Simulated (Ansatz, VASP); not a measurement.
## One calculation of Pt, two programs

```
Pt
1.0
     0.00000    1.94684    1.94684
     1.94684    0.00000    1.94684
     1.94684    1.94684    0.00000
Pt
1
Direct
  0.00000 0.00000 0.00000
```

Alike in both runs: functional LDA; k mesh 18 × 18 × 18; occupations gaussian, width 0.1 eV; no spin polarisation.

Ansatz relaxed the structure, and its values are those at the end. VASP's run is a single point on that final structure, the one shown.

```csv
,VASP,Ansatz
version,VASP 6.6.1,Ansatz 0.2.0
potentials or method,"VASP PAW LDA potentials, release 64 (Pt)","scalar-relativistic, plane waves, PAW"
plane-wave cutoff (eV),520,420
valence electrons in the cell,10,18
```

|  | VASP | Ansatz | Ansatz less VASP |
| --- | --- | --- | --- |
| gap on the k mesh at the Fermi level (eV) | none | none | - |
| pressure (GPa) | 0.8 | 0.0 | -0.76 |

A gap of «none» marks a metal or a gap that the smearing closes. The two sets of potentials don't hold the same shells in valence.

The runs have no spin-orbit coupling, so splittings on Pt are missing.
